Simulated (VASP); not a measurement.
# H (I4/mmm) in VASP: a series of runs

One crystal, H, is run at these levels: r2SCAN; tasks: electric field gradients.

All numbers are computed with VASP 6.6.1; they aren't measurements. Logs are shortened: lines on timing, memory, paths and dates and some standing lists are left out, and cuts for length are marked.

**1. The undisturbed crystal**

It takes space group I4/mmm (No. 139, tetragonal). The conventional cell has a = 3.383 Å, b = 3.383 Å, c = 4.117 Å, α = 90.00°, β = 90.00°, γ = 90.00°. H (site symmetry 4mm) has 1 H at 0.74 Å as nearest neighbours.

**2. Electric field gradients, r2SCAN (volume scaled by 1.04)**

File POSCAR:

```
H
1.0
   -1.7137940552      1.7137940552      2.0855622805
    1.7137940552     -1.7137940552      2.0855622805
    1.7137940552      1.7137940552     -2.0855622805
H
2
Direct
    0.9098622900      0.9098622900      0.0000000000
    0.0901377100      0.0901377100      0.0000000000
```

File INCAR.step1:

```
PREC = Accurate
ENCUT = 520
ISMEAR = -1
SIGMA = 0.01
LREAL = F
LASPH = T
NELM = 100
NBANDS = 8
GGA = PE
ALGO = Normal
EDIFF = 1E-4
LWAVE = T
LCHARG = F
```

File INCAR.step2:

```
PREC = Accurate
ENCUT = 520
EDIFF = 1E-8
ISMEAR = -1
SIGMA = 0.01
LREAL = F
LASPH = T
NELM = 100
ALGO = Normal
ISIF = 2
LWAVE = F
LCHARG = F
METAGGA = R2SCAN
LMIXTAU = T
LEFG = T
NBANDS = 8
ISTART = 1
```

File KPOINTS:

```
regular mesh
0
Gamma
  12 12 12
```

Potentials or basis: VASP PAW PBE potentials, release 64 (H).

Run with:

```console
$ cat potpaw_PBE.64/H/POTCAR > POTCAR
$ cp INCAR.step1 INCAR
$ mpirun -np 1 vasp_std > vasp.out
$ cp INCAR.step2 INCAR
$ mpirun -np 1 vasp_std > vasp.out
```

OUTCAR:

```text
PREC = Accurate
   ENCUT = 520
   EDIFF = 1E-8
   ISMEAR = -1
   LREAL = F
   LASPH = T
   NELM = 100
   ISIF = 2
   METAGGA = R2SCAN
   ISTART = 1

 ion  position               nearest neighbor table
   1  0.910  0.910  0.000-   2 0.75
   2  0.090  0.090  0.000-   1 0.75

  LATTYP: Found a body centered tetragonal cell.
 ALAT       =     3.4275881104
 C/A-ratio  =     1.2169270130

  Lattice vectors:

 A1 = (  -1.7137940552,   1.7137940552,   2.0855622805)
 A2 = (   1.7137940552,  -1.7137940552,   2.0855622805)
 A3 = (   1.7137940552,   1.7137940552,  -2.0855622805)

Analysis of symmetry for initial positions (statically):
=====================================================================
 Subroutine PRICEL returns:
 Original cell was already a primitive cell.

 Routine SETGRP: Setting up the symmetry group for a
 body centered tetragonal supercell.

 Subroutine GETGRP returns: Found 16 space group operations
 (whereof 16 operations were pure point group operations)
 out of a pool of 16 trial point group operations.

The static configuration has the point symmetry D_4h.

Analysis of symmetry for dynamics (positions and initial velocities):
=====================================================================
 Subroutine PRICEL returns:
 Original cell was already a primitive cell.

 Routine SETGRP: Setting up the symmetry group for a
 body centered tetragonal supercell.

 Subroutine GETGRP returns: Found 16 space group operations
 (whereof 16 operations were pure point group operations)
 out of a pool of 16 trial point group operations.

The dynamic configuration has the point symmetry D_4h.

 Subroutine INISYM returns: Found 16 space group operations
 (whereof 16 operations are pure point group operations),
 and found     1 'primitive' translations

----------------------------------------------------------------------------------------

                                     Primitive cell

  volume of cell :      24.5019

  direct lattice vectors                    reciprocal lattice vectors
    -1.713794055  1.713794055  2.085562281     0.000000000  0.291750341  0.239743500
     1.713794055 -1.713794055  2.085562281     0.291750341  0.000000000  0.239743500
     1.713794055  1.713794055 -2.085562281     0.291750341  0.291750341  0.000000000

  length of vectors
     3.197459953  3.197459953  3.197459953     0.377617806  0.377617806  0.412597289

  position of ions in fractional coordinates (direct lattice)
     0.909862290  0.909862290  0.000000000
     0.090137710  0.090137710  0.000000000

  ion indices of the primitive-cell ions
   primitive index   ion index
                 1           1
                 2           2

----------------------------------------------------------------------------------------

 KPOINTS: regular mesh

Automatic generation of k-mesh.
 Grid dimensions read from file:
 generate k-points for:   12   12   12

 Generating k-lattice:

  Cartesian coordinates                     Fractional coordinates (reciprocal lattice)
     0.000000000  0.024312528  0.019978625     0.083333333  0.000000000 -0.000000000
     0.024312528  0.000000000  0.019978625     0.000000000  0.083333333 -0.000000000
     0.024312528  0.024312528  0.000000000     0.000000000  0.000000000  0.083333333

  Length of vectors
     0.031468150  0.031468150  0.034383107

  Shift w.r.t. Gamma in fractional coordinates (k-lattice)
     0.000000000  0.000000000  0.000000000

 Subroutine IBZKPT returns following result:
 ===========================================

 Found    163 irreducible k-points:

 Following reciprocal coordinates:
            Coordinates               Weight
  0.000000  0.000000  0.000000      1.000000
  0.083333  0.000000 -0.000000      8.000000
  0.166667 -0.000000  0.000000      8.000000
  0.250000 -0.000000  0.000000      8.000000
  0.333333 -0.000000  0.000000      8.000000
  0.416667 -0.000000  0.000000      8.000000
[... 16 lines left out ...]
  0.500000  0.166667  0.000000     16.000000
 -0.416667  0.166667 -0.000000     16.000000
 [... further k-points ...]
   k-points           NKPTS =    163   k-points in BZ     NKDIM =    163   number of bands    NBANDS=      8
   number of dos      NEDOS =    301   number of ions     NIONS =      2
   total plane-waves  NPLWV =  13824
   dimension x,y,z NGX =    24 NGY =   24 NGZ =   24
   dimension x,y,z NGXF=    48 NGYF=   48 NGZF=   48
   ions per type =               2
   NGX,Y,Z   is equivalent  to a cutoff of  12.48, 12.48, 12.48 a.u.
   NGXF,Y,Z  is equivalent  to a cutoff of  24.96, 24.96, 24.96 a.u.
 SYSTEM =  unknown system
   PREC   = accura    normal or accurate (medium, high low for compatibility)
   ISTART =      1    job   : 0-new  1-cont  2-samecut
   ICHARG =      0    charge: 1-file 2-atom 10-const
   ISPIN  =      1    spin polarized calculation?
   LNONCOLLINEAR =      F non collinear calculations
   LSORBIT =      F    spin-orbit coupling
   LASPH  =      T    aspherical Exc in radial PAW
   ENCUT  =  520.0 eV  38.22 Ry    6.18 a.u.   5.95  5.95  5.95*2*pi/ulx,y,z
   NELM   =    100;   NELMIN=  2; NELMDL=  0     # of ELM steps
   EDIFF  = 0.1E-07   stopping-criterion for ELM
   LREAL  =      F    real-space projection
   EDIFFG = 0.1E-06   stopping-criterion for IOM
   NSW    =      0    number of steps for IOM
   IBRION =     -1    ionic relax: 0-MD 1-quasi-New 2-CG
   NFREE  =      0    steps in history (QN), initial steepest desc. (CG)
   ISIF   =      2    stress and relaxation
   ISYM   =      2    0-nonsym 1-usesym 2-fastsym
   POTIM  = 0.5000    time-step for ionic-motion
   TEBEG  =    0.0;   TEEND  =   0.0 temperature during run
   PSTRESS=    0.0 pullay stress
   NELECT =       2.0000    total number of electrons
   NUPDOWN=      -1.0000    fix difference up-down
   EMIN   =  10.00;   EMAX   =-10.00  energy-range for DOS
   EFERMI =   0.00;   METHOD = LEGACY
   ISMEAR =    -1;   SIGMA  =   0.01  broadening in eV -4-tet -1-fermi 0-gaus
   EFERMI_NEDOS =   21; number of points for ismear=-14 and -15
   IALGO  =     38    algorithm
   IMIX   =      4    mixing-type and parameters
     AMIX     =   0.40;   BMIX     =  1.00
     AMIX_MAG =   1.60;   BMIX_MAG =  1.00
  volume/ion in A,a.u.               =      12.25        82.67
  Fermi-wavevector in a.u.,A,eV,Ry     =   0.710152  1.341993  6.861635  0.504316
  Thomas-Fermi vector in A             =   1.796923
   LORBIT       =      0    0 simple, 1 ext, 2 COOP (PROOUT), +10 PAW based schemes
   METAGGA = R2SCAN    functional components
   LHFCALC =     F    Hartree Fock is set to
   AEXX    =    0.0000 exact exchange contribution
   IVDW    =     0    specifies the selected vdW correction
   LEPSILON=     F    determine dielectric tensor
   LRPA    =     F    only Hartree local field effects (RPA)
 non-spin polarized calculation
  energy-cutoff  :      520.00
  volume of cell :       24.50
 maximum number of plane-waves:       675
   NGX = 11   NGY = 11   NGZ = 11

 number of electron       2.0000000 magnetization

 Free energy of the ion-electron system (eV)
  ---------------------------------------------------
  ext. energy  EPLUGINS =         0.00000000
  ---------------------------------------------------
  free energy    TOTEN  =        -6.90140912 eV

  energy without entropy =       -6.90140912  energy(sigma->0) =       -6.90140912

 E-fermi :  -8.4944     XC(G=0):  -5.2653

 val. band max:       -8.6780818048   @ k =   0.5000   0.5000   0.5000
 cond. band min:       0.9570882302   @ k =   0.5000  -0.0000   0.0000
 fundamental gap:      9.6351700350
 Fermi energy:        -8.4943516076

 k-point     1 :       0.0000    0.0000    0.0000
  band No.  band energies     occupation
      1     -10.9389      2.00000
      2       5.7812      0.00000
      3       8.8495      0.00000
      4      15.4592      0.00000
      5      15.4592      0.00000
      6      18.2562      0.00000
      7      18.2562      0.00000
      8      19.4910      0.00000

 k-point     2 :       0.0833    0.0000   -0.0000
  band No.  band energies     occupation
      1     -10.8574      2.00000
      2       5.3276      0.00000
      3       9.0802      0.00000
      4      14.7299      0.00000
      5      14.9580      0.00000
      6      17.9746      0.00000
      7      18.7086      0.00000
      8      19.1882      0.00000

 k-point     3 :       0.1667   -0.0000    0.0000
  band No.  band energies     occupation
      1     -10.6253      2.00000
      2       4.3052      0.00000
      3       9.4620      0.00000
      4      13.1787      0.00000
      5      14.1037      0.00000
      6      18.3556      0.00000
      7      18.4191      0.00000
      8      18.9684      0.00000

 k-point     4 :       0.2500   -0.0000    0.0000
  band No.  band energies     occupation
      1     -10.2800      2.00000
      2       3.1211      0.00000
      3       9.6840      0.00000
      4      11.8224      0.00000
      5      13.3562      0.00000
      6      17.2924      0.00000
      7      17.9079      0.00000
      8      19.9019      0.00000

 k-point     5 :       0.3333   -0.0000    0.0000
  band No.  band energies     occupation
      1      -9.8944      2.00000
      2       2.0280      0.00000
      3       9.6273      0.00000
      4      11.0105      0.00000
      5      12.8120      0.00000
      6      16.4153      0.00000
      7      17.5229      0.00000
      8      20.2913      0.00000
[... 177 lines left out ...]
 k-point    22 :       0.4167    0.1667    0.0000
  band No.  band energies     occupation
      1      -9.3427      2.00000
      2       1.3963      0.00000
      3       6.7959      0.00000
      4      10.1745      0.00000
      5      12.9125      0.00000
      6      16.0916      0.00000
      7      19.0347      0.00000
      8      22.3055      0.00000

 k-point    23 :       0.5000    0.1667    0.0000
  band No.  band energies     occupation
      1      -9.4171      2.00000
      2       1.6705      0.00000
      3       6.8138      0.00000
      4      10.1069      0.00000
      5      12.6066      0.00000
      6      16.1158      0.00000
      7      19.3164      0.00000
      8      21.9390      0.00000

 k-point    24 :      -0.4167    0.1667   -0.0000
  band No.  band energies     occupation
      1      -9.6746      2.00000
      2       2.3397      0.00000
      3       7.1254      0.00000
      4      10.2997      0.00000
      5      12.5653      0.00000
      6      16.4473      0.00000
      7      19.4159      0.00000
      8      19.8308      0.00000

 [... further k-points ...]

------------------------ aborting loop because EDIFF is reached ----------------------------------------

  FORCE on cell =-STRESS in cart. coord.  units (eV):
  Direction    XX          YY          ZZ          XY          YZ          ZX
  --------------------------------------------------------------------------------------
  -------------------------------------------------------------------------------------
  Total       -0.0060282     -0.0060282     -0.2619063      0.0000000      0.0000000      0.0000000
  in kB       -0.3941829     -0.3941829    -17.1260080      0.0000000      0.0000000      0.0000000
  external PRESSURE =      -5.9714579 kB  Pullay stress =       0.0000000 kB

 VOLUME and BASIS-vectors are now :
 -----------------------------------------------------------------------------
  energy-cutoff  :      520.00
  volume of cell :       24.50
      direct lattice vectors                 reciprocal lattice vectors
    -1.713794055  1.713794055  2.085562281     0.000000000  0.291750341  0.239743500
     1.713794055 -1.713794055  2.085562281     0.291750341  0.000000000  0.239743500
     1.713794055  1.713794055 -2.085562281     0.291750341  0.291750341  0.000000000

 POSITION                                       TOTAL-FORCE (eV/Angst)
 -----------------------------------------------------------------------------------
      0.00000      0.00000      3.79515         0.000000      0.000000      0.343817
      0.00000      0.00000      0.37598        -0.000000     -0.000000     -0.343817
 -----------------------------------------------------------------------------------
    total drift:                               -0.000000      0.000000      0.000000

  FREE ENERGIE OF THE ION-ELECTRON SYSTEM (eV)
  ---------------------------------------------------
  free  energy   TOTEN  =        -6.9014091177 eV

  energy  without entropy=       -6.9014091177  energy(sigma->0) =       -6.90140912

 Electric field gradients (V/A^2)
---------------------------------------------------------------------
 ion       V_xx      V_yy      V_zz      V_xy      V_xz      V_yz
---------------------------------------------------------------------
   1     -15.427   -15.427    30.854     0.001     0.000     0.000
   2     -15.427   -15.427    30.854     0.001     0.000     0.000
---------------------------------------------------------------------

 Electric field gradients after diagonalization (V/A^2)
 (convention: |V_zz| > |V_xx| > |V_yy|)
----------------------------------------------------------------------
 ion       V_xx      V_yy      V_zz     asymmetry (V_yy - V_xx)/ V_zz
----------------------------------------------------------------------
   1     -15.428   -15.427    30.854       0.000
   2     -15.428   -15.427    30.854       0.000
----------------------------------------------------------------------

           NMR quadrupolar parameters

 Cq : quadrupolar parameter    Cq=e*Q*V_zz/h
 eta: asymmetry parameters     (V_yy - V_xx)/ V_zz
 Q  : nuclear electric quadrupole moment in mb (millibarn)
----------------------------------------------------------------------
 ion       Cq(MHz)       eta       Q (mb)
----------------------------------------------------------------------
   1       0.075       0.000       1.000
   2       0.075       0.000       1.000
----------------------------------------------------------------------
```

It took 40 s on 1 thread of Intel Xeon 6975P-C (Granite Rapids), shared host; peak memory 0.14 GiB.

What came out:

| Property | Result |
| --- | --- |
| Free energy | -6.9014 eV |
| Pressure | -0.6 GPa |
| Largest force | 0.344 eV/Å |
| Band gap on the k mesh | 9.64 eV, indirect (least direct gap 10.41 eV) |

Forces on the atoms (eV/Å):
```
H    0.000  0.000  0.344
H    0.000  0.000 -0.344
```

Stress tensor (GPa, compression positive):
```
-0.04  0.00  0.00
 0.00 -0.04  0.00
 0.00  0.00 -1.71
```

Electric field gradients, principal values (V/Å²):
```csv
atom,Vxx,Vyy,Vzz
1 H,-15.427,-15.428,30.854
2 H,-15.427,-15.428,30.854
```

Caveat: the PAW data sets were made with another functional, which shifts forces and pressure a little. A k mesh can miss the band edges.

**3. Electric field gradients, r2SCAN (volume scaled by 1.02)**

File POSCAR:

```
H
1.0
   -1.7027370115      1.7027370115      2.0721066654
    1.7027370115     -1.7027370115      2.0721066654
    1.7027370115      1.7027370115     -2.0721066654
H
2
Direct
    0.9098622900      0.9098622900      0.0000000000
    0.0901377100      0.0901377100      0.0000000000
```

File INCAR.step1:

```
SYSTEM = H
PREC = Accurate
ENCUT = 520
ISMEAR = -1
SIGMA = 0.01
LREAL = .False.
LASPH = .True.
NELM = 100
NBANDS = 8
GGA = PE
ALGO = Normal
EDIFF = 1E-4
LWAVE = .True.
LCHARG = .False.
```

File INCAR.step2:

```
SYSTEM = H
PREC = Accurate
ENCUT = 520
EDIFF = 1E-8
ISMEAR = -1
SIGMA = 0.01
LREAL = .False.
LASPH = .True.
NELM = 100
ALGO = Normal
ISIF = 2
LWAVE = .False.
LCHARG = .False.
METAGGA = R2SCAN
LMIXTAU = .True.
LEFG = .True.
NBANDS = 8
ISTART = 1
```

File KPOINTS:

```
Automatic mesh
0
Gamma
  12 12 12
  0 0 0
```

Potentials or basis: VASP PAW PBE potentials, release 64 (H).

Run with:

```console
$ cat potpaw_PBE.64/H/POTCAR > POTCAR
$ cp INCAR.step1 INCAR
$ mpirun -np 1 vasp_std > vasp.out
$ cp INCAR.step2 INCAR
$ mpirun -np 1 vasp_std > vasp.out
```

OUTCAR:

```text
SYSTEM = H
   PREC = Accurate
   ENCUT = 520
   EDIFF = 1E-8
   ISMEAR = -1
   LREAL = .False.
   LASPH = .True.
   NELM = 100
   ISIF = 2
   METAGGA = R2SCAN
   ISTART = 1

 ion  position               nearest neighbor table
   1  0.910  0.910  0.000-   2 0.75
   2  0.090  0.090  0.000-   1 0.75

  LATTYP: Found a body centered tetragonal cell.
 ALAT       =     3.4054740230
 C/A-ratio  =     1.2169270130

  Lattice vectors:

 A1 = (  -1.7027370115,   1.7027370115,   2.0721066654)
 A2 = (   1.7027370115,  -1.7027370115,   2.0721066654)
 A3 = (   1.7027370115,   1.7027370115,  -2.0721066654)

Analysis of symmetry for initial positions (statically):
=====================================================================
 Subroutine PRICEL returns:
 Original cell was already a primitive cell.

 Routine SETGRP: Setting up the symmetry group for a
 body centered tetragonal supercell.
[... 452 lines left out ...]
  energy-cutoff  :      520.00
  volume of cell :       24.03
      direct lattice vectors                 reciprocal lattice vectors
    -1.702737012  1.702737012  2.072106665     0.000000000  0.293644877  0.241300319
     1.702737012 -1.702737012  2.072106665     0.293644877  0.000000000  0.241300319
     1.702737012  1.702737012 -2.072106665     0.293644877  0.293644877  0.000000000

 POSITION                                       TOTAL-FORCE (eV/Angst)
 -----------------------------------------------------------------------------------
      0.00000      0.00000      3.77066        -0.000000     -0.000000      0.177500
      0.00000      0.00000      0.37355         0.000000      0.000000     -0.177500
 -----------------------------------------------------------------------------------
    total drift:                               -0.000000      0.000000      0.000000

  FREE ENERGIE OF THE ION-ELECTRON SYSTEM (eV)
  ---------------------------------------------------
  free  energy   TOTEN  =        -6.9021552419 eV

  energy  without entropy=       -6.9021552419  energy(sigma->0) =       -6.90215524

 Electric field gradients (V/A^2)
---------------------------------------------------------------------
 ion       V_xx      V_yy      V_zz      V_xy      V_xz      V_yz
---------------------------------------------------------------------
   1     -15.894   -15.894    31.788     0.001     0.000     0.000
   2     -15.894   -15.894    31.788     0.001     0.000     0.000
---------------------------------------------------------------------

 Electric field gradients after diagonalization (V/A^2)
 (convention: |V_zz| > |V_xx| > |V_yy|)
----------------------------------------------------------------------
 ion       V_xx      V_yy      V_zz     asymmetry (V_yy - V_xx)/ V_zz
----------------------------------------------------------------------
   1     -15.894   -15.893    31.788       0.000
   2     -15.894   -15.893    31.788       0.000
----------------------------------------------------------------------

           NMR quadrupolar parameters

 Cq : quadrupolar parameter    Cq=e*Q*V_zz/h
 eta: asymmetry parameters     (V_yy - V_xx)/ V_zz
 Q  : nuclear electric quadrupole moment in mb (millibarn)
----------------------------------------------------------------------
 ion       Cq(MHz)       eta       Q (mb)
----------------------------------------------------------------------
   1       0.077       0.000       1.000
   2       0.077       0.000       1.000
----------------------------------------------------------------------
```

Run time: 30 s. Hardware: 1 thread of Intel Xeon 6975P-C (Granite Rapids), shared host; peak memory 0.15 GiB.

What came out:

```
Free energy            : -6.9022 eV
Pressure               : -0.3 GPa
Largest force          : 0.177 eV/Å
Band gap on the k mesh : 9.65 eV, indirect (least direct gap 10.45 eV)
```

Forces on the atoms (eV/Å):
```
H    0.000  0.000  0.177
H    0.000  0.000 -0.177
```

Stress tensor (GPa, compression positive):
```
-0.02  0.00  0.00
 0.00 -0.02  0.00
 0.00  0.00 -0.89
```

Electric field gradients, principal values (V/Å²):
| atom | Vxx | Vyy | Vzz |
| --- | --- | --- | --- |
| 1 H | -15.893 | -15.894 | 31.788 |
| 2 H | -15.893 | -15.894 | 31.788 |

Caveat: the PAW data sets were made with another functional, which shifts forces and pressure a little. A k mesh can miss the band edges.
